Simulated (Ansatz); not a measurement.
# SiC: opening a crack plane

SiC, P6_3mc, a = 3.075 Å, c = 5.048 Å. The compound has several low-lying forms, and this is one of them. Ansatz: r2SCAN, PAW, 500 eV, Γ-centred 7×5×2 mesh on 16 atoms, Gaussian smearing 0.05 eV; no spin polarisation. One cut on (100) per cell of 16 atoms is opened rigidly by x, between planes of C+Si and C+Si that stand 1.77 Å apart; y is the energy per area (15.524 Å², 1 eV/Å² = 16.02 J/m²).

| x (Å) | y (J/m²) |
| --- | --- |
| 0.00 | 0.000 |
| 0.25 | 0.668 |
| 0.50 | 1.948 |
| 0.75 | 3.276 |
| 1.00 | ? |
| 1.50 | 5.846 |
| 2.00 | 6.362 |
| 3.00 | 6.630 |
| 4.50 | 6.695 |
| 6.00 | 6.703 |

Fit the universal binding curve y = W[1 − (1 + x/l) e^(−x/l)] to the other rows, give the peak stress, and predict the missing value.

Least squares gives W = 6.74 J/m² and l = 0.452 Å. The stress dy/dx peaks at x = l with W/(e l) = 54.9 GPa, for rigid faces. At x = 1.00: x/l = 2.212, y = 4.370 J/m². The run gave 4.424 J/m², so the fit is 0.054 J/m² too low, within the rms miss on the fitted rows (0.078 J/m²).

Cost: 12 runs of about 9.6 core-minutes in all, on Arm Neoverse V2 (shared hosts).